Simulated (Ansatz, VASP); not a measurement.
**One calculation of InSb, two programs**

Contents of INCAR:

```
SYSTEM = InSb
PREC = Accurate
ENCUT = 520
EDIFF = 1E-7
ISMEAR = 0
SIGMA = 0.1
LREAL = .FALSE.
LASPH = .TRUE.
NELM = 100
ALGO = Normal
ISIF = 2
LWAVE = .FALSE.
LCHARG = .FALSE.
GGA = PE
NBANDS = 16
```

KPOINTS

```
Automatic mesh
0
G
  12 12 12
  0 0 0
```

The input POSCAR:

```
InSb
1.0
    0.0000000000      3.0440745316      3.0440745316
    3.0440745316      0.0000000000      3.0440745316
    3.0440745316      3.0440745316      0.0000000000
In Sb
1 1
Direct
    0.0000000000      0.0000000000      0.0000000000
    0.5000000000      0.5000000000      0.5000000000
```

Input for Ansatz:

```yaml
crystal:
  lattice:
    - [0.0, 3.0440745316, 3.0440745316]
    - [3.0440745316, 0.0, 3.0440745316]
    - [3.0440745316, 3.0440745316, 0.0]
  atoms:
    - { symbol: In, position: [0.0, 0.0, 0.0] }
    - { symbol: Sb, position: [0.5, 0.5, 0.5] }
basis:
  ecutwfc: 420
kpoints:
  mp_grid: { grid: [12, 12, 12] }
hamiltonian:
  xc: pbe
scf:
  occupations: { method: gaussian, width: 0.1 }
output:
  forces: true
  stress: true
  eigenvalues: true
```

Alike in both runs: task single point; functional PBE; k mesh 12 × 12 × 12; occupations gaussian, width 0.1 eV; no spin polarisation.

```csv
,VASP,Ansatz
version,VASP 6.6.1,Ansatz 0.2.0
potentials or method,"VASP PAW PBE potentials, release 64 (In_d, Sb)","scalar-relativistic, plane waves, PAW"
plane-wave cutoff (eV),520,420
valence electrons in the cell,18,28
```

|  | VASP | Ansatz | Ansatz less VASP |
| --- | --- | --- | --- |
| gap on the k mesh at the Fermi level (eV) | none | none | - |
| pressure (GPa) | 1.5 | 1.5 | +0.02 |

A gap of «none» marks a metal or a gap that the smearing closes. The two sets of potentials don't hold the same shells in valence.

The runs have no spin-orbit coupling, so splittings on Sb are missing.
